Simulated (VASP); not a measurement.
# Sb (Fm-3m) in VASP: a series of runs

Runs on Sb. Level: PBE. Tasks: electric field gradients.

Program: VASP 6.6.1. These are calculated values, not measurements. Logs are shortened: lines on timing, memory, paths and dates and some standing lists are left out, and cuts for length are marked.

## Step 1: Starting point

It takes space group Fm-3m (No. 225, cubic). The conventional cell has a = 4.610 Å, b = 4.610 Å, c = 4.610 Å, α = 90.00°, β = 90.00°, γ = 90.00°. Sb (site symmetry m-3m) is surrounded by 12 Sb at 3.26 Å.

This isn't the form of Sb at room conditions, which is rhombohedral.

## Step 2: Electric field gradients, PBE

INCAR reads:

```
SYSTEM = Sb
ALGO = Normal
EDIFF = 1E-8
ENCUT = 520
GGA = PE
ISIF = 2
ISMEAR = -1
LASPH = .True.
LCHARG = .False.
LEFG = .True.
LREAL = .False.
LWAVE = .False.
NBANDS = 8
NELM = 80
PREC = Accurate
SIGMA = 0.05
```

KPOINTS reads:

```
k-points
0
Gamma
  12 12 12
  0 0 0
```

POSCAR reads:

```
Sb
1.0
    0.0000000000      2.3050000000      2.3050000000
    2.3050000000      0.0000000000      2.3050000000
    2.3050000000      2.3050000000      0.0000000000
Sb
1
Direct
    0.0000000000      0.0000000000      0.0000000000
```

Potentials or basis: VASP PAW PBE potentials, release 64 (Sb).

On the command line:

```console
$ cat potpaw_PBE.64/Sb/POTCAR > POTCAR
$ mpirun -np 1 vasp_std > vasp.out
```

OUTCAR:

```text
SYSTEM = Sb
   EDIFF = 1E-8
   ENCUT = 520
   GGA = PE
   ISIF = 2
   ISMEAR = -1
   LASPH = .True.
   LREAL = .False.
   NELM = 80
   PREC = Accurate

 ion  position               nearest neighbor table
   1  0.000  0.000  0.000-

  LATTYP: Found a face centered cubic cell.
 ALAT       =     4.6100000000

  Lattice vectors:

 A1 = (   0.0000000000,   2.3050000000,   2.3050000000)
 A2 = (   2.3050000000,   0.0000000000,   2.3050000000)
 A3 = (   2.3050000000,   2.3050000000,   0.0000000000)

Analysis of symmetry for initial positions (statically):
=====================================================================
 Subroutine PRICEL returns:
 Original cell was already a primitive cell.

 Routine SETGRP: Setting up the symmetry group for a
 face centered cubic supercell.

 Subroutine GETGRP returns: Found 48 space group operations
 (whereof 48 operations were pure point group operations)
 out of a pool of 48 trial point group operations.

The static configuration has the point symmetry O_h .

Analysis of symmetry for dynamics (positions and initial velocities):
=====================================================================
 Subroutine PRICEL returns:
 Original cell was already a primitive cell.

 Routine SETGRP: Setting up the symmetry group for a
 face centered cubic supercell.

 Subroutine GETGRP returns: Found 48 space group operations
 (whereof 48 operations were pure point group operations)
 out of a pool of 48 trial point group operations.

The dynamic configuration has the point symmetry O_h .

 Subroutine INISYM returns: Found 48 space group operations
 (whereof 48 operations are pure point group operations),
 and found     1 'primitive' translations

----------------------------------------------------------------------------------------

                                     Primitive cell

  volume of cell :      24.4930

  direct lattice vectors                    reciprocal lattice vectors
     0.000000000  2.305000000  2.305000000    -0.216919740  0.216919740  0.216919740
     2.305000000  0.000000000  2.305000000     0.216919740 -0.216919740  0.216919740
     2.305000000  2.305000000  0.000000000     0.216919740  0.216919740 -0.216919740

[... 119 lines left out ...]

 Free energy of the ion-electron system (eV)
  ---------------------------------------------------
  ext. energy  EPLUGINS =         0.00000000
  ---------------------------------------------------
  free energy    TOTEN  =        -3.75014028 eV

  energy without entropy =       -3.74379036  energy(sigma->0) =       -3.74696532

 E-fermi :   9.8806     XC(G=0): -10.6538

 val. band max:        9.7903203513   @ k =   0.5000   0.4167   0.0833
 cond. band min:       9.8994089758   @ k =   0.5000   0.2500   0.0833
 fundamental gap:      0.1090886245
 Fermi energy:         9.8806038636

 k-point     1 :       0.0000    0.0000    0.0000
  band No.  band energies     occupation
      1      -3.8927      2.00000
      2      15.8641      0.00000
      3      15.8641      0.00000
      4      15.8641      0.00000
      5      20.0354      0.00000
      6      20.0867      0.00000
      7      20.0867      0.00000
      8      20.0867      0.00000
[... 243 lines left out ...]
 k-point    24 :      -0.4167    0.1667    0.0000
  band No.  band energies     occupation
      1       0.7801      2.00000
      2       4.0615      2.00000
      3      10.4056      0.00006
      4      12.9776      0.00000
      5      16.6843      0.00000
      6      20.8516      0.00000
      7      21.1885      0.00000
      8      24.2481      0.00000

 [... further k-points ...]

------------------------ aborting loop because EDIFF is reached ----------------------------------------

  FORCE on cell =-STRESS in cart. coord.  units (eV):
  Direction    XX          YY          ZZ          XY          YZ          ZX
  --------------------------------------------------------------------------------------
  -------------------------------------------------------------------------------------
  Total        1.3100770      1.3100770      1.3100770     -0.0000000      0.0000000      0.0000000
  in kB       85.6968046     85.6968046     85.6968046     -0.0000000      0.0000000      0.0000000
  external PRESSURE =      85.6968046 kB  Pullay stress =       0.0000000 kB

 VOLUME and BASIS-vectors are now :
 -----------------------------------------------------------------------------
  energy-cutoff  :      520.00
  volume of cell :       24.49
      direct lattice vectors                 reciprocal lattice vectors
     0.000000000  2.305000000  2.305000000    -0.216919740  0.216919740  0.216919740
     2.305000000  0.000000000  2.305000000     0.216919740 -0.216919740  0.216919740
     2.305000000  2.305000000  0.000000000     0.216919740  0.216919740 -0.216919740

 POSITION                                       TOTAL-FORCE (eV/Angst)
 -----------------------------------------------------------------------------------
      0.00000      0.00000      0.00000         0.000000      0.000000      0.000000
 -----------------------------------------------------------------------------------
    total drift:                                0.000000     -0.000000     -0.000000

  FREE ENERGIE OF THE ION-ELECTRON SYSTEM (eV)
  ---------------------------------------------------
  free  energy   TOTEN  =        -3.7501402797 eV

  energy  without entropy=       -3.7437903620  energy(sigma->0) =       -3.74696532

 Electric field gradients (V/A^2)
---------------------------------------------------------------------
 ion       V_xx      V_yy      V_zz      V_xy      V_xz      V_yz
---------------------------------------------------------------------
   1       0.000    -0.000     0.000     0.000     0.000     0.000
---------------------------------------------------------------------

 Electric field gradients after diagonalization (V/A^2)
 (convention: |V_zz| > |V_xx| > |V_yy|)
----------------------------------------------------------------------
 ion       V_xx      V_yy      V_zz     asymmetry (V_yy - V_xx)/ V_zz
----------------------------------------------------------------------
   1      -0.000    -0.000     0.000       0.000
----------------------------------------------------------------------

           NMR quadrupolar parameters

 Cq : quadrupolar parameter    Cq=e*Q*V_zz/h
 eta: asymmetry parameters     (V_yy - V_xx)/ V_zz
 Q  : nuclear electric quadrupole moment in mb (millibarn)
----------------------------------------------------------------------
 ion       Cq(MHz)       eta       Q (mb)
----------------------------------------------------------------------
   1       0.000       0.000       1.000
----------------------------------------------------------------------
```

OSZICAR:

```text
N       E                     dE             d eps       ncg     rms          rms(c)
DAV:   1     0.546353972882E+01    0.54635E+01   -0.16620E+03  1152   0.410E+02
DAV:   2    -0.365659638804E+01   -0.91201E+01   -0.88235E+01  1616   0.538E+01
DAV:   3    -0.375513602741E+01   -0.98540E-01   -0.98142E-01  1408   0.641E+00
DAV:   4    -0.375540460175E+01   -0.26857E-03   -0.26857E-03  1840   0.409E-01
DAV:   5    -0.375540493806E+01   -0.33631E-06   -0.33603E-06  1464   0.905E-03    0.203E+00
DAV:   6    -0.375208461301E+01    0.33203E-02   -0.11608E-03  1456   0.186E-01    0.117E+00
DAV:   7    -0.375013931180E+01    0.19453E-02   -0.25927E-03  1344   0.278E-01    0.441E-02
DAV:   8    -0.375014058506E+01   -0.12733E-05   -0.32461E-05  1672   0.455E-02    0.684E-03
DAV:   9    -0.375014069068E+01   -0.10563E-06   -0.53213E-07  1640   0.568E-03    0.118E-03
DAV:  10    -0.375014044800E+01    0.24268E-06   -0.22749E-08  1600   0.917E-04    0.123E-03
DAV:  11    -0.375014023166E+01    0.21634E-06   -0.98007E-10  1264   0.278E-04    0.218E-04
DAV:  12    -0.375014027353E+01   -0.41867E-07   -0.69207E-11   888   0.525E-05    0.349E-05
DAV:  13    -0.375014027969E+01   -0.61626E-08   -0.42177E-12   784   0.152E-05
   1 F= -.37501403E+01 E0= -.37469653E+01  d E =-.634992E-02
```

Run time: 16 s. Hardware: 1 thread of Intel Xeon Platinum 8375C at 2.90GHz (Ice Lake), shared host; peak memory 0.14 GiB.

Results:

* Free energy: -3.7501 eV
* Pressure: 8.6 GPa
* Band gap on the k mesh: none (metal or under the smearing width)

Electric field gradients, principal values (V/Å²):
| atom | Vxx | Vyy | Vzz |
| --- | --- | --- | --- |
| 1 Sb | 0.000 | 0.000 | 0.000 |

## Step 3: Electric field gradients, PBE (volume scaled by 1.05, crystal datasets)

INCAR reads:

```
  PREC = Accurate
  ENCUT = 520
  EDIFF = 1E-8
  ISMEAR = -1
  SIGMA = 0.05
  LREAL = F
  LASPH = T
  NELM = 80
  ALGO = Fast
  ISIF = 2
  LWAVE = F
  LCHARG = F
  GGA = PE
  LEFG = T
  NBANDS = 8
```

KPOINTS reads:

```
regular mesh
0
Gamma
  12 12 12
```

POSCAR reads:

```
Sb
1.0
    0.0000000000      2.3427936025      2.3427936025
    2.3427936025      0.0000000000      2.3427936025
    2.3427936025      2.3427936025      0.0000000000
Sb
1
Direct
    0.0000000000      0.0000000000      0.0000000000
```

Potentials or basis: VASP PAW PBE potentials, release 64 (Sb).

On the command line:

```console
$ cat potpaw_PBE.64/Sb/POTCAR > POTCAR
$ mpirun -np 1 vasp_std > vasp.out
```

OUTCAR:

```text
PREC = Accurate
   ENCUT = 520
   EDIFF = 1E-8
   ISMEAR = -1
   LREAL = F
   LASPH = T
   NELM = 80
   ISIF = 2
   GGA = PE

 ion  position               nearest neighbor table
   1  0.000  0.000  0.000-

  LATTYP: Found a face centered cubic cell.
 ALAT       =     4.6855872050

  Lattice vectors:

 A1 = (   0.0000000000,   2.3427936025,   2.3427936025)
 A2 = (   2.3427936025,   0.0000000000,   2.3427936025)
 A3 = (   2.3427936025,   2.3427936025,   0.0000000000)

Analysis of symmetry for initial positions (statically):
=====================================================================
 Subroutine PRICEL returns:
 Original cell was already a primitive cell.

 Routine SETGRP: Setting up the symmetry group for a
 face centered cubic supercell.

 Subroutine GETGRP returns: Found 48 space group operations
[... 446 lines left out ...]
  external PRESSURE =      45.2178160 kB  Pullay stress =       0.0000000 kB

 VOLUME and BASIS-vectors are now :
 -----------------------------------------------------------------------------
  energy-cutoff  :      520.00
  volume of cell :       25.72
      direct lattice vectors                 reciprocal lattice vectors
     0.000000000  2.342793603  2.342793603    -0.213420422  0.213420422  0.213420422
     2.342793603  0.000000000  2.342793603     0.213420422 -0.213420422  0.213420422
     2.342793603  2.342793603  0.000000000     0.213420422  0.213420422 -0.213420422

 POSITION                                       TOTAL-FORCE (eV/Angst)
 -----------------------------------------------------------------------------------
      0.00000      0.00000      0.00000         0.000000      0.000000      0.000000
 -----------------------------------------------------------------------------------
    total drift:                                0.000000      0.000000      0.000000

  FREE ENERGIE OF THE ION-ELECTRON SYSTEM (eV)
  ---------------------------------------------------
  free  energy   TOTEN  =        -3.7994472122 eV

  energy  without entropy=       -3.7920203214  energy(sigma->0) =       -3.79573377

 Electric field gradients (V/A^2)
---------------------------------------------------------------------
 ion       V_xx      V_yy      V_zz      V_xy      V_xz      V_yz
---------------------------------------------------------------------
   1      -0.000     0.000    -0.000     0.000     0.000     0.000
---------------------------------------------------------------------

 Electric field gradients after diagonalization (V/A^2)
 (convention: |V_zz| > |V_xx| > |V_yy|)
----------------------------------------------------------------------
 ion       V_xx      V_yy      V_zz     asymmetry (V_yy - V_xx)/ V_zz
----------------------------------------------------------------------
   1      -0.000    -0.000     0.000       0.000
----------------------------------------------------------------------

           NMR quadrupolar parameters

 Cq : quadrupolar parameter    Cq=e*Q*V_zz/h
 eta: asymmetry parameters     (V_yy - V_xx)/ V_zz
 Q  : nuclear electric quadrupole moment in mb (millibarn)
----------------------------------------------------------------------
 ion       Cq(MHz)       eta       Q (mb)
----------------------------------------------------------------------
   1       0.000       0.000       1.000
----------------------------------------------------------------------
```

stdout:

```text
POSCAR found type information on POSCAR Sb
 POSCAR found :  1 types and       1 ions
 scaLAPACK will be used
 LDA part: xc-table for (Slater+PW92), standard interpolation
 POSCAR, INCAR and KPOINTS ok, starting setup
 FFT: planning ... GRIDC
 FFT: planning ... GRID_SOFT
 FFT: planning ... GRID
 WAVECAR not read
 entering main loop
ion   1
```

Wall time 47 s (1 thread of Intel Xeon Platinum 8375C at 2.90GHz (Ice Lake), shared host); peak memory 0.16 GiB.

What came out:

- Free energy: -3.7994 eV
- Pressure: 4.5 GPa
- Band gap on the k mesh: none (metal or under the smearing width)

Electric field gradients, principal values (V/Å²):
```csv
atom,Vxx,Vyy,Vzz
1 Sb,0.000,0.000,0.000
```
